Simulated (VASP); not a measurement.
Crystal: Hf.

```xyz
1
Lattice="0.0000 2.2635 2.2635 2.2635 0.0000 2.2635 2.2635 2.2635 0.0000" Properties=species:S:1:pos:R:3 pbc="T T T"
Hf    0.0000    0.0000    0.0000
```

This isn't the form of Hf at room conditions, which is hcp.

The cell isn't the ideal one: Zr -> Hf on all its sites, in the parent's cell.

- Program: VASP 6.6.1
- Task: relaxation of cell and atoms
- Functional: PBE
- Potentials or basis: VASP PAW PBE potentials, release 64 (Hf_pv)
- Cutoff: 600 eV
- k mesh: 16 × 16 × 16
- Occupations: gaussian, width 0.1 eV
- Spin: no spin polarisation

At the start: pressure -3.1 GPa; volume 23.19 Å³/atom.

Question: How do energy, volume and symmetry change on relaxing?

Answer: Over 3 steps the energy falls by 7.3 meV/atom and the volume is 22.46 Å³/atom (-3.2 %); space group Fm-3m (No. 225, to 0.05 Å).

Step by step:
| step | energy change (eV) | largest force (eV/Å) | pressure (GPa) | volume (Å³) |
| --- | --- | --- | --- | --- |
| 1 | 0.0000 | 0.0000 | -3.09 | 23.19 |
| 2 | 0.0006 | 0.0000 | 3.55 | 21.72 |
| 3 | -0.0073 | 0.0000 | -0.01 | 22.46 |

Final structure:
```xyz
1
Lattice="0.0000 2.2394 2.2394 2.2394 0.0000 2.2394 2.2394 2.2394 0.0000" Properties=species:S:1:pos:R:3 pbc="T T T"
Hf    0.0000    0.0000    0.0000
```
